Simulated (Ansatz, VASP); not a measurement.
## H11C20Cl in VASP and in Ansatz

```
H C Cl
1.0
     5.04874    0.00000    0.00000
     0.00000    5.04874    0.00000
     0.00000    0.00000   16.13556
H C Cl
11 20 1
Direct
  0.42779 0.00000 0.06197
  0.07221 0.00000 0.06197
  0.92779 0.00000 0.06197
  0.57221 0.00000 0.06197
  0.42779 0.50000 0.06197
  0.07221 0.50000 0.06197
  0.92779 0.50000 0.06197
  0.57221 0.50000 0.06197
  0.75018 0.00581 0.38015
  0.25017 0.49122 0.38031
  0.75005 0.49516 0.38058
  0.25000 0.00000 0.10131
  0.75000 0.00000 0.10131
  0.25000 0.50000 0.10131
  0.75000 0.50000 0.10131
  0.25000 0.25000 0.15662
  0.75000 0.25000 0.15662
  0.25000 0.75000 0.15662
  0.75000 0.75000 0.15662
  0.00053 0.25051 0.20747
  0.49938 0.25058 0.20747
  0.00019 0.74983 0.21587
  0.49979 0.74987 0.21588
  0.99909 0.01618 0.26761
  0.50091 0.01624 0.26760
  0.99984 0.48370 0.26735
  0.50015 0.48374 0.26734
  0.25003 0.09208 0.31686
  0.75000 0.08993 0.31735
  0.25003 0.41245 0.31689
  0.75001 0.41157 0.31749
  0.25006 0.97224 0.42236
```

Alike in both runs: functional PBEsol; k mesh 2 × 2 × 1; occupations fermi-dirac, width 0.02 eV; no spin polarisation.

Ansatz relaxed the structure, and its values are those at the end. VASP's run is a single point on that final structure, the one shown.

```csv
,VASP,Ansatz
version,VASP 6.6.1,Ansatz 0.2.0
potentials or method,"VASP PAW PBE potentials, release 64 (H, C, Cl)","scalar-relativistic, plane waves, PAW"
plane-wave cutoff (eV),520,420
valence electrons in the cell,98,98
```

Ansatz gave:

```
gap on the k mesh at the Fermi level (eV) : 2.23
rms of the force components (eV/Å)        : 2.647
```

Task: Which values does VASP return?

Result: gap on the k mesh at the Fermi level (eV): 2.23; rms of the force components (eV/Å): 2.635.

Ansatz warned: «pseudo_functional_mismatch».

Caveats: the k mesh is coarse (spacing up to 0.62 Å⁻¹), so the values aren't converged; the PAW data sets were made with another functional, which shifts forces and pressure a little (VASP). Expect the measured gap to be larger: semilocal functionals such as PBEsol lack the derivative discontinuity.
